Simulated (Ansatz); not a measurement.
**AgI (Iodargyrite): how the settings move a relaxation**

Question: which choices in the input matter for AgI (Iodargyrite)?

Method: reference: DFT, PBEsol, PAW with Ansatz's default frozen-core files, scalar-relativistic; relaxation of cell and atoms, in Ansatz 0.2.0.

## (1) Starting point

It takes space group P6_3mc (No. 186, hexagonal). Conventional cell: a = 4.590 Å, b = 4.590 Å, c = 7.520 Å, α = 90.00°, β = 90.00°, γ = 120.00°. Ag (site symmetry 3m) is surrounded by 4 I at 2.78 to 2.82 Å. I (site symmetry 3m) is surrounded by 4 Ag at 2.78 to 2.82 Å.

Structure file:

```xyz
4
Lattice="4.5900 0.0000 0.0000 -2.2950 3.9751 0.0000 0.0000 0.0000 7.5200" Properties=species:S:1:pos:R:3 pbc="T T T"
Ag    2.2950    1.3250    4.7376
Ag    0.0000    2.6500    0.9776
I     2.2950    1.3250    0.0000
I     0.0000    2.6500    3.7600
```

## (2) Baseline

input.yaml

```yaml
crystal:
  lattice:
    - [4.59000000001, 0.0, 0.0]
    - [-2.29500000001, 3.97505660338, 0.0]
    - [0.0, 0.0, 7.52]
  atoms:
    - { symbol: Ag, position: [0.666666666667, 0.333333333333, 0.63] }
    - { symbol: Ag, position: [0.333333333333, 0.666666666667, 0.13] }
    - { symbol: I, position: [0.666666666667, 0.333333333333, 0.0] }
    - { symbol: I, position: [0.333333333333, 0.666666666667, 0.5] }
kpoints:
  mp_grid: { grid: [8, 8, 4] }
scf:
  occupations: { method: fermi_dirac, width: 0.08 }
hamiltonian:
  xc: pbesol
  pseudopotentials: { kind: paw }
relax:
  f_tol: 0.002
  max_steps: 80
  cell: {}
output:
  forces: true
  stress: true
  write_density: true
  write_potential: true
  elf: true
  volumetric_format: npy
```

Run with:

```console
> ansatz run input.yaml --threads 1 --pin off --max-ram 3072MiB --backend cpu --events-out ev --progress --plain --runs-dir out
```

## (3) A run with other settings

input.yaml: that of step 2 with these lines changed.

```diff
@@ -11,5 +11,5 @@
 kpoints:
-  mp_grid: { grid: [8, 8, 4] }
+  mp_grid: { grid: [6, 6, 4] }
 scf:
-  occupations: { method: fermi_dirac, width: 0.08 }
+  occupations: { method: fixed }
 hamiltonian:
@@ -24,5 +24,3 @@
   stress: true
-  write_density: true
-  write_potential: true
-  elf: true
-  volumetric_format: npy
+basis:
+  ecutwfc: "600 eV"
```

(Steps that only read results are left out.)

Q: Predict the outcome of this session. Wanted: for each run, ending; energy change; pressure; gap; force.

**Answer**, as computed:

```tsv
run	ending	energy change	pressure (GPa)	gap (eV)	force (eV/Å)	cycles	time
reference	converged	0	0.0	1.23	0.00	29	84 s
1: mp_grid.grid [6, 6, 4], occupations.method fixed, ecutwfc 600 eV	converged	-1.1 meV/atom (σ→0)	0.0	1.23	0.00	29	56 s
```

Times don't compare one to one where runs were asked for different outputs or read a saved state (see the inputs); cycles may leave out searches for a lower state.

Changing the k-point mesh, smearing and cutoff moves the energy by -1.1 meV/atom (σ→0 values). More than one kind of setting changed, and this run alone doesn't tell their shares apart. The gap of the reference lacks spin-orbit coupling, though the cell holds I.
